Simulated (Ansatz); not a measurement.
CoO, DFT, PBE, all-electron PAW with datasets made for the crystal, scalar-relativistic (Ansatz 0.2.0), run on 1 thread of Intel(R) Xeon(R) Platinum 8375C CPU @ 2.90GHz (Ice Lake) on a shared host.

The cell is COD entry 1528838, as deposited and not checked against the literature; nothing was relaxed. The listed cell was then made from it by scaling, straining or moving an atom.

Command: `ansatz run input.yaml --threads 1 --pin off --max-ram 3072MiB --backend cpu --events-out ev --progress --plain --runs-dir out`

```yaml
crystal:
  lattice:
    - [-1.5230801544, 1.5230801544, 2.1072499549]
    - [1.5230801544, -1.5230801544, 2.1072499549]
    - [1.5230801544, 1.5230801544, -2.1072499549]
  atoms:
    - { symbol: Co, position: [0.0, 0.0, 0.0], spin: 2.0 }
    - { symbol: O, position: [0.5, 0.5, 0.0] }
magnetization:
  spin_polarized: true
kpoints:
  mp_grid: { grid: [13, 13, 15] }
scf:
  occupations: { method: fermi_dirac, width: 0.03 }
hamiltonian:
  xc: pbe
  pseudopotentials: { kind: all_electron, datasets: crystal }
output:
  forces: true
  stress: true
  eigenvalues: true
  efg: { contact_densities: true }
```

**Question.** How large is the problem that the program sets up?

**Answer.** 686 irreducible k-points, 363 plane waves at Γ, 17 bands.

**Question.** Estimate the wall time and the peak memory.

**Answer.** 3.6 min of wall time for 11 SCF iterations, with a peak of 2.2 GiB. Times on shared machines scatter by tens of per cent.

**Question.** And the same cell and mesh by PAW (frozen-core files), asked for forces, stress, eigenvalues, efg, on the same hardware?

**Answer.** 48 s, peak memory 0.73 GiB.
